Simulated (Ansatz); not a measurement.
Runs of Ansatz 0.2.0 on TiCo. The structure is cubic, space group Pm-3m (No. 221). Conventional cell: a = 2.986 Å, b = 2.986 Å, c = 2.986 Å, α = 90.00°, β = 90.00°, γ = 90.00°. Co (site symmetry m-3m) has 8 Ti at 2.59 Å as nearest neighbours. Ti (site symmetry m-3m) has 8 Co at 2.59 Å as nearest neighbours. The cell comes from a database or a generator and needn't be the stable form of this composition.

| task | level | spin | U | cell | k mesh | cutoff (eV) | smearing | gap on the mesh (eV) | pressure (GPa) | moment (μB) | relaxed volume (Å³/atom) |
| --- | --- | --- | --- | --- | --- | --- | --- | --- | --- | --- | --- |
| single point | PBE | collinear, ferromagnetic start | - | as given | 9 × 9 × 9 | 279 | gaussian 0.027 eV | none | -0.5 | 0.84 | - |
| relaxation of cell and atoms | BLYP | collinear, ferromagnetic start | - | relaxed | 9 × 9 × 9 | - | fermi-dirac 0.05 eV | - | 0.0 | 0.84 | (c) |
| band structure | LDA | collinear, ferromagnetic start | - | as given | 9 × 9 × 9 | 278 | fermi-dirac 0.05 eV | - | -14.7 | 0.49 | - |
| single point | PBE | collinear, ferromagnetic start | - | as given | 9 × 9 × 9 | 279 | gaussian 0.015 eV | none | -0.5 | 0.84 | - |
| single point | PBE | collinear, ferromagnetic start | - | as given | 9 × 9 × 9 | 279 | gaussian 0.021 eV | none | -0.5 | 0.84 | - |
| relaxation of cell and atoms | BLYP+D4 | collinear, ferromagnetic start | - | relaxed | 9 × 9 × 9 | - | fermi-dirac 0.05 eV | - | 0.0 | 0.77 | 13.12 |
| phonons | LDA | collinear, ferromagnetic start | - | as given | 7 × 7 × 7 | 296 | fermi-dirac 0.05 eV | none | - | (b) | - |
| atomic charges | PBE+D3(BJ)+U | collinear, antiferromagnetic start | Co d U = 5.3 eV, Ti d U = 4 eV | as given | 9 × 9 × 9 | 279 | methfessel-paxton 0.1 eV | none | 19.4 | (a) | - |

Alike in all rows: potentials or basis all-electron LAPW, scalar-relativistic; basis error allowed 0.001 eV/atom.

Question: Fill in the values left out.

Answer: (a) 0.11; (b) 0.69; (c) 13.71.

Caveats: the k mesh is thin for a metal, which can move the energy by tens of meV per atom (some runs); a metal's response needs a denser mesh (some runs); the magnetic state may not be the lowest (some runs); U is the effective U less J, on atomic orbitals that reach past the spheres (some runs); pairwise dispersion overbinds metals, which lowers pressure and volume (some runs); the U is typed as a test and isn't derived for this compound (some runs).

A gap of «none» marks a metal or a gap under the smearing width.

The runs don't all hold the same shells in valence.
